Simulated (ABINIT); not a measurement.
Crystal: BaTiO3.

```
Ba Ti O
1.0
     2.82737    1.63238    2.31839
    -2.82737    1.63238    2.31839
     0.00000   -3.26476    2.31839
Ba Ti O
1 1 3
Direct
  0.00000 0.00000 0.00000
  0.48450 0.48450 0.48450
  0.50860 0.01750 0.50860
  0.01750 0.50860 0.50860
  0.50860 0.50860 0.01750
```

Base run:

- Program: ABINIT 10.8.3 (patched build)
- Functional: PBE
- Potentials or basis: PseudoDojo NC SR PBE v0.5 stringent
- Cutoff: 1252 eV
- k mesh: 7 × 7 × 7
- Occupations: fermi-dirac, width 0.05 eV
- Spin: no spin polarisation

Its results: band gap on the k mesh 2.51 eV, indirect (least direct gap 2.81 eV); pressure 4.7 GPa; largest force 0.149 eV/Å.

The run is repeated on the same cell with these changes: potentials or basis from PseudoDojo NC SR PBE v0.5 stringent to JTH PAW PBE v2.0; cutoff from 1252 eV to 626 eV. What comes out?

Band gap on the k mesh 2.46 eV, indirect (least direct gap 2.79 eV); pressure 6.3 GPa; largest force 0.191 eV/Å.

Caveats: spin-orbit coupling is left out, which moves the levels of the heavy elements; an odd mesh through Γ misses points on the zone boundary, where band edges often lie; this set's barium file shifts pressures by 1.5 GPa and gaps by 0.1 eV against other sets (some runs); the atomic spheres overlap (some runs).
